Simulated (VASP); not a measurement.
GaN, 2 atoms in the cell. The structure is tetragonal, space group I-4m2 (No. 119). Conventional cell: a = 3.082 Å, b = 3.082 Å, c = 4.717 Å, α = 90.00°, β = 90.00°, γ = 90.00°. Ga (site symmetry -4m2) is surrounded by 4 N at 1.94 Å. N (site symmetry -4m2) is surrounded by 4 Ga at 1.94 Å. The cell was built by a generator and isn't the measured one. The cell isn't the ideal one: strained cell.

- Program: VASP 6.6.1
- Task: relaxation of the atoms
- Functional: PBEsol
- Potentials or basis: VASP PAW PBE potentials, release 64 (Ga_d, N)
- Cutoff: 520 eV
- k mesh: 10 × 10 × 10
- Occupations: gaussian, width 0.02 eV
- Spin: no spin polarisation
- Dipole correction: no
- Further INCAR settings: ALGO = Normal; EDIFF = 1e-07; IBRION = 2; EDIFFG = -0.002; NSW = 60

Potentials or basis: VASP PAW PBE potentials, release 64 (Ga_d, N).

Run with:

```console
$ cat potpaw_PBE.64/Ga_d/POTCAR potpaw_PBE.64/N/POTCAR > POTCAR
$ mpirun -np 1 vasp_std > vasp.out
```

Hardware: 1 thread of Intel(R) Xeon(R) Platinum 8259CL CPU @ 2.50GHz (Skylake/Cascade Lake), on a shared host.

Task: Estimate the wall time of this run.

Result: It took 21 s on 1 thread of Intel(R) Xeon(R) Platinum 8259CL CPU @ 2.50GHz (Skylake/Cascade Lake), with other jobs on the host, peak memory 0.16 GiB. Counts: scf iterations 14, k points 102, ion steps 1.
